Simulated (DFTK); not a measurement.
Input of a DFTK 0.8.2 run:

Contents of run.jl:

```julia
using DFTK
using PseudoPotentialData
using Unitful, UnitfulAtomic
using LinearAlgebra, Printf
include("save.jl")
disable_threading()

# lattice vectors are the columns
lattice = austrip(1u"Å") * [      -1.66395        1.66395        1.66395;
                  1.66395       -1.66395        1.66395;
                  1.66395        1.66395       -1.66395]
symbols   = [:Nb]
positions = [[0.0, 0.0, 0.0]]
pseudopotentials = PseudoFamily("dojo.nc.sr.pbesol.v0_4_1.standard.upf")
elements = Dict(s => ElementPsp(s, pseudopotentials) for s in unique(symbols))
atoms    = [elements[s] for s in symbols]

build_model(lattice, positions; symmetries=true) =
    model_DFT(lattice, atoms, positions;
              functionals=PBEsol(),
              temperature=austrip(0.05u"eV"),
              smearing=Smearing.FermiDirac(),
              symmetries)
Ecut  = 41.0  # hartree
kgrid = [11, 11, 11]
tol   = 1e-6
to_GPa = ustrip(uconvert(u"GPa", 1u"hartree/bohr^3"))

model = build_model(lattice, positions)
basis = PlaneWaveBasis(model; Ecut, kgrid)
display(basis)
scfres = self_consistent_field(basis;
                               tol,
                               nbandsalg=AdaptiveBands(model; n_bands_converge=11))
display(scfres.energies)
@printf "Fermi level: %.6f eV\n" ustrip(auconvert(u"eV", something(scfres.εF, NaN)))
forces = compute_forces_cart(scfres)
println("Forces (eV/Å)")
for (s, f) in zip(symbols, forces)
    @printf "%-3s %12.6f %12.6f %12.6f\n" s ustrip.(auconvert.(u"eV/Å", f))...
end
stress = compute_stresses_cart(scfres)
println("Stress (GPa)")
display(round.(stress * to_GPa; digits=4))
println("Levels at the first k-point (eV): ", round.(ustrip.(auconvert.(u"eV", scfres.eigenvalues[1][1:scfres.n_bands_converge])); digits=4))
save_scf!(scfres; forces, stress)
```

Potentials or basis: dojo.nc.sr.pbesol.v0_4_1.standard.upf (PBEsol).

Command:

```sh
$ julia --threads=1 run.jl  # save.jl only writes the numbers to a file and isn't shown; printed stress counts tension as positive; times include loading and compiling
```

Problem. Estimate the band gap on the k mesh.

Solution. None (metal or under the smearing width).

Problem. What does it give for the pressure?

Solution. -7.7 GPa.
